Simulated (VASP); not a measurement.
**C in VASP: how settings move the r2SCAN single point**

The r2SCAN single point of diamond C, under +4.0 % biaxial strain in x and y, free along z is repeated with altered inputs. Which of them can be trusted?

Program: VASP 6.6.1. PAW datasets, plane waves. The values are computed, spin-unpolarised, and not measurements.

## Step 1: The system as given

The cell comes from an earlier relaxation with r2SCAN in another program, then strained, with the atoms relaxed again.

Space group I4_1/amd (No. 141), tetragonal; a = 2.618 Å, c = 3.530 Å in the conventional setting, 6.05 Å³ an atom. C has 4 C at 1.58 Å.

As a file:

```xyz
2
Lattice="0.0000 1.8513 1.7652 1.8513 0.0000 1.7652 1.8513 1.8513 0.0000" Properties=species:S:1:pos:R:3 pbc="T T T"
C     0.0000    0.0000    0.0000
C     0.9257    0.9257    0.8826
```

## Step 2: The reference run

Input file INCAR:

```
ENCUT = 520.000000
SIGMA = 0.010000
EDIFF = 1.00e-07
ALGO = Normal
METAGGA = R2SCAN
PREC = Accurate
IBRION = -1
ISIF = 2
ISMEAR = 0
NBANDS = 11
NELM = 120
NSW = 0
LASPH = .TRUE.
LCHARG = .TRUE.
LELF = .TRUE.
LWAVE = .FALSE.
LREAL = .FALSE.
```

Input file KPOINTS:

```
KPOINTS created by Atomic Simulation Environment
0
Gamma
12 12 12
0 0 0
```

Input file POSCAR:

```
C
 1.0000000000000000
     0.0000000000000000    1.8513291082000001    1.7651985347000001
     1.8513291082000001    0.0000000000000000    1.7651985347000001
     1.8513291082000001    1.8513291082000001    0.0000000000000000
 C
   2
Cartesian
  0.0000000000000000  0.0000000000000000  0.0000000000000000
  0.9256645541000000  0.9256645541000000  0.8825992673500000
```

A file KPOINTS_OPT adds named points for the levels; it doesn't enter the self-consistent loop.

Potentials: the recommended PBE PAW datasets, 8 valence electrons.

On the command line:

```bash
> mpirun -np 1 vasp_std
```

## Step 3: Altered input 1

Input file INCAR:

```
ENCUT = 520.000000
EDIFF = 1.00e-07
ALGO = Normal
PREC = Accurate
IBRION = -1
ISIF = 2
NBANDS = 11
NELM = 120
NSW = 0
LASPH = .TRUE.
LCHARG = .FALSE.
LWAVE = .FALSE.
LREAL = .FALSE.
METAGGA = M06L
ISMEAR = -1
SIGMA = 0.2
```

KPOINTS is that of step 2.

POSCAR is that of step 2.

## Step 4: Altered input 2

Input file INCAR:

```
ENCUT = 520.000000
SIGMA = 0.010000
EDIFF = 1.00e-07
METAGGA = R2SCAN
PREC = Accurate
IBRION = -1
ISIF = 2
ISMEAR = 0
NBANDS = 11
NSW = 0
LASPH = .TRUE.
LCHARG = .FALSE.
LWAVE = .FALSE.
ALGO = VeryFast
ISYM = -1
LREAL = .TRUE.
NELM = 84
```

Input file KPOINTS:

```
KPOINTS created by Atomic Simulation Environment
0
Gamma
4 4 4
0 0 0
```

POSCAR is that of step 2.

Before running it: what results should come out? Wanted: for each run, changed; ending; energy change; pressure; electronic steps; usable.

**Answer**, as computed:

| run | changed | ending | energy change (meV/atom) | pressure (GPa) | gap on the mesh (eV; negative: overlap) | electronic steps | time | usable |
| --- | --- | --- | --- | --- | --- | --- | --- | --- |
| ref. | – | converged | 0 | -26.8 | 3.00 | 12 | 66 s | yes |
| 1 | METAGGA = M06L, ISMEAR = -1, SIGMA = 0.2 | converged | – | -32.1 | 3.27 | 20 | 1.8 min | no |
| 2 | ALGO = VeryFast, ISYM = -1, LREAL = .TRUE., NELM = 84, mesh 4×4×4 | converged | 80.7 | -49.8 | 3.36 | 19 | 47 s | no |

**Reading.** Of 2 altered inputs, 2 ended normally on a faulty or unsound input.
